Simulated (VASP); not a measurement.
# Al (Fm-3m) in VASP: a series of runs

One crystal, Al, is run at these levels: PBE; tasks: single point.

Everything below comes from runs of VASP 6.6.1. Logs are shortened: lines on timing, memory, paths and dates and some standing lists are left out, and cuts for length are marked.

## 1. The crystal as given

It takes space group Fm-3m (No. 225, cubic). Conventional cell: a = 4.050 Å, b = 4.050 Å, c = 4.050 Å, α = 90.00°, β = 90.00°, γ = 90.00°. Al (site symmetry m-3m) is surrounded by 12 Al at 2.86 Å.

## 2. Single point, PBE

INCAR reads:

```
SYSTEM = Al
PREC = Accurate
ENCUT = 400
EDIFF = 1E-7
ISMEAR = -1
SIGMA = 0.15
LREAL = .False.
LASPH = .True.
NELM = 100
ALGO = Normal
ISIF = 2
LWAVE = .False.
LCHARG = .False.
GGA = PE
NBANDS = 8
ADDGRID = .True.
```

KPOINTS reads:

```
regular mesh
0
Gamma
  10 10 10
  0 0 0
```

POSCAR reads:

```
Al
1.0
    0.0000000000      2.0248050000      2.0248050000
    2.0248050000      0.0000000000      2.0248050000
    2.0248050000      2.0248050000      0.0000000000
Al
1
Direct
    0.0000000000      0.0000000000      0.0000000000
```

Potentials or basis: VASP PAW PBE potentials, release 64 (Al).

On the command line:

```bash
$ cat potpaw_PBE.64/Al/POTCAR > POTCAR
$ mpirun -np 1 vasp_std > vasp.out
```

OUTCAR:

```text
SYSTEM = Al
   PREC = Accurate
   ENCUT = 400
   EDIFF = 1E-7
   ISMEAR = -1
   LREAL = .False.
   LASPH = .True.
   NELM = 100
   ISIF = 2
   GGA = PE

 Found     47 irreducible k-points:

 Following reciprocal coordinates:
            Coordinates               Weight
  0.000000  0.000000  0.000000      1.000000
  0.100000  0.000000  0.000000      8.000000
  0.200000  0.000000  0.000000      8.000000
  0.300000  0.000000  0.000000      8.000000
  0.400000  0.000000  0.000000      8.000000
  0.500000  0.000000  0.000000      4.000000
   k-points           NKPTS =     47   k-points in BZ     NKDIM =     47   number of bands    NBANDS=      8
   number of dos      NEDOS =    301   number of ions     NIONS =      1
   total plane-waves  NPLWV =   8000
   dimension x,y,z NGX =    20 NGY =   20 NGZ =   20
   dimension x,y,z NGXF=    40 NGYF=   40 NGZF=   40
   ions per type =               1
   NGX,Y,Z   is equivalent  to a cutoff of  11.61, 11.61, 11.61 a.u.
   NGXF,Y,Z  is equivalent  to a cutoff of  23.22, 23.22, 23.22 a.u.
 SYSTEM =  Al
   PREC   = accura    normal or accurate (medium, high low for compatibility)
   ISTART =      0    job   : 0-new  1-cont  2-samecut
   ICHARG =      2    charge: 1-file 2-atom 10-const
   ISPIN  =      1    spin polarized calculation?
   LNONCOLLINEAR =      F non collinear calculations
   LSORBIT =      F    spin-orbit coupling
   LASPH  =      T    aspherical Exc in radial PAW
   ENCUT  =  400.0 eV  29.40 Ry    5.42 a.u.   4.67  4.67  4.67*2*pi/ulx,y,z
   NELM   =    100;   NELMIN=  2; NELMDL= -5     # of ELM steps
   EDIFF  = 0.1E-06   stopping-criterion for ELM
   LREAL  =      F    real-space projection
   EDIFFG = 0.1E-05   stopping-criterion for IOM
   NSW    =      0    number of steps for IOM
   IBRION =     -1    ionic relax: 0-MD 1-quasi-New 2-CG
   NFREE  =      0    steps in history (QN), initial steepest desc. (CG)
   ISIF   =      2    stress and relaxation
   ISYM   =      2    0-nonsym 1-usesym 2-fastsym
   POTIM  = 0.5000    time-step for ionic-motion
   TEBEG  =    0.0;   TEEND  =   0.0 temperature during run
   PSTRESS=    0.0 pullay stress
   NELECT =       3.0000    total number of electrons
   NUPDOWN=      -1.0000    fix difference up-down
   EMIN   =  10.00;   EMAX   =-10.00  energy-range for DOS
   EFERMI =   0.00;   METHOD = LEGACY
   ISMEAR =    -1;   SIGMA  =   0.15  broadening in eV -4-tet -1-fermi 0-gaus
   EFERMI_NEDOS =   21; number of points for ismear=-14 and -15
   IALGO  =     38    algorithm
   IMIX   =      4    mixing-type and parameters
     AMIX     =   0.40;   BMIX     =  1.00
     AMIX_MAG =   1.60;   BMIX_MAG =  1.00
  volume/ion in A,a.u.               =      16.60       112.04
  Fermi-wavevector in a.u.,A,eV,Ry     =   0.925526  1.748991 11.654733  0.856599
  Thomas-Fermi vector in A             =   2.051390
   LORBIT       =      0    0 simple, 1 ext, 2 COOP (PROOUT), +10 PAW based schemes
   GGA     = PE    functional components
   LHFCALC =     F    Hartree Fock is set to
   AEXX    =    0.0000 exact exchange contribution
   IVDW    =     0    specifies the selected vdW correction
   LEPSILON=     F    determine dielectric tensor
   LRPA    =     F    only Hartree local field effects (RPA)
 non-spin polarized calculation
  energy-cutoff  :      400.00
  volume of cell :       16.60
 maximum number of plane-waves:       311
   NGX =  9   NGY =  9   NGZ =  9

 number of electron       3.0000000 magnetization

 Free energy of the ion-electron system (eV)
  ---------------------------------------------------
  ext. energy  EPLUGINS =         0.00000000
  ---------------------------------------------------
  free energy    TOTEN  =        -3.74918315 eV

  energy without entropy =       -3.70971534  energy(sigma->0) =       -3.72944924

 E-fermi :   8.0347     XC(G=0): -10.1746

 val. band max:        8.0142750417   @ k =  -0.4000   0.4000   0.0000
 cond. band min:       8.0639420442   @ k =  -0.4000   0.4000   0.1000
 fundamental gap:      0.0496670025
 Fermi energy:         8.0346848372

 k-point     1 :       0.0000    0.0000    0.0000
  band No.  band energies     occupation
      1      -3.1564      2.00000
      2      20.5224      0.00000
      3      20.5224      0.00000
      4      20.5224      0.00000
      5      21.9646      0.00000
      6      21.9646      0.00000
      7      21.9646      0.00000
      8      24.3557      0.00000

 k-point     2 :       0.1000    0.0000    0.0000
  band No.  band energies     occupation
      1      -2.8858      2.00000
      2      17.2326      0.00000
      3      19.7888      0.00000
      4      19.7888      0.00000
      5      22.6371      0.00000
      6      23.1027      0.00000
      7      23.1027      0.00000
      8      26.0073      0.00000

 k-point     3 :       0.2000    0.0000    0.0000
  band No.  band energies     occupation
      1      -2.0772      2.00000
      2      13.2495      0.00000
      3      19.0289      0.00000
      4      19.0289      0.00000
      5      22.3551      0.00000
      6      23.5158      0.00000
      7      23.5158      0.00000
      8      25.6028      0.00000

 k-point     4 :       0.3000    0.0000    0.0000
  band No.  band energies     occupation
      1      -0.7394      2.00000
      2       9.5681      0.00007
      3      18.6780      0.00000
      4      18.6780      0.00000
      5      21.7731      0.00000
      6      21.7731      0.00000
      7      22.1869      0.00000
      8      25.7498      0.00000

 k-point     5 :       0.4000    0.0000    0.0000
  band No.  band energies     occupation
      1       1.1129      2.00000
      2       6.2937      1.99998
      3      18.7730      0.00000
      4      18.7730      0.00000
      5      20.3309      0.00000
      6      20.3309      0.00000
      7      22.4021      0.00000
      8      24.2176      0.00000

 k-point     6 :       0.5000    0.0000    0.0000
  band No.  band energies     occupation
      1       3.3672      2.00000
      2       3.5636      2.00000
      3      19.2783      0.00000
      4      19.2783      0.00000
      5      19.3704      0.00000
      6      19.3704      0.00000
      7      23.0235      0.00000
      8      23.1377      0.00000

 [... further k-points ...]

------------------------ aborting loop because EDIFF is reached ----------------------------------------

  FORCE on cell =-STRESS in cart. coord.  units (eV):
  Direction    XX          YY          ZZ          XY          YZ          ZX
  --------------------------------------------------------------------------------------
  -------------------------------------------------------------------------------------
  Total       -0.0440881     -0.0440881     -0.0440881     -0.0000000      0.0000000     -0.0000000
  in kB       -4.2545423     -4.2545423     -4.2545423     -0.0000000      0.0000000     -0.0000000
  external PRESSURE =      -4.2545423 kB  Pullay stress =       0.0000000 kB

 VOLUME and BASIS-vectors are now :
 -----------------------------------------------------------------------------
  energy-cutoff  :      400.00
  volume of cell :       16.60
      direct lattice vectors                 reciprocal lattice vectors
     0.000000000  2.024805000  2.024805000    -0.246937359  0.246937359  0.246937359
     2.024805000  0.000000000  2.024805000     0.246937359 -0.246937359  0.246937359
     2.024805000  2.024805000  0.000000000     0.246937359  0.246937359 -0.246937359

 POSITION                                       TOTAL-FORCE (eV/Angst)
 -----------------------------------------------------------------------------------
      0.00000      0.00000      0.00000        -0.000000     -0.000000     -0.000000
 -----------------------------------------------------------------------------------
    total drift:                                0.000000      0.000000     -0.000000

  FREE ENERGIE OF THE ION-ELECTRON SYSTEM (eV)
  ---------------------------------------------------
  free  energy   TOTEN  =        -3.7491831455 eV

  energy  without entropy=       -3.7097153434  energy(sigma->0) =       -3.72944924
```

stdout:

```text
POSCAR found type information on POSCAR Al
 POSCAR found :  1 types and       1 ions
 scaLAPACK will be used
 LDA part: xc-table for (Slater+PW92), standard interpolation
 POSCAR, INCAR and KPOINTS ok, starting setup
 FFT: planning ... GRIDC
 FFT: planning ... GRID_SOFT
 FFT: planning ... GRID
 WAVECAR not read
 entering main loop
```

Wall time 4.4 s (1 thread of Intel Xeon 6975P-C (Granite Rapids), shared host); peak memory 0.14 GiB.

The run converged, but some of its settings lie outside the range that counts as converged, so its numbers aren't taken as properties of the crystal.

Results:

```
Free energy            : -3.7492 eV
Pressure               : -0.4 GPa
Band gap on the k mesh : none (metal or under the smearing width)
```

## 3. Single point, PBE

INCAR is that of step 2.

KPOINTS is that of step 2.

POSCAR reads:

```
Al
1.0
   -0.0142710000      2.0302060000      1.9470980000
    2.0319350000     -0.0386130000      1.9714400000
    2.0296090000      2.0522230000     -0.0362870000
Al
1
Direct
    0.0259050000     -0.0062880000     -0.0081470000
```

Potentials or basis: VASP PAW PBE potentials, release 64 (Al).

On the command line:

```bash
$ cat potpaw_PBE.64/Al/POTCAR > POTCAR
$ mpirun -np 1 vasp_std > vasp.out
```

Wall time 18 s (1 thread of Intel Xeon 6975P-C (Granite Rapids), shared host); peak memory 0.16 GiB.

These settings aren't checked as converged: the numbers below hold their error.

Results:

```
Free energy            : -3.7500 eV
Pressure               : -0.2 GPa
Band gap on the k mesh : none (metal or under the smearing width)
```

## 4. The reference run

An earlier run on the cell as given: functional PBE; potentials or basis VASP PAW PBE potentials, release 64 (Al); cutoff 520 eV; k mesh 11 × 11 × 11; occupations fermi-dirac, width 0.05 eV; no spin polarisation.

* Pressure: -0.5 GPa
* Band gap on the k mesh: none (metal or under the smearing width)
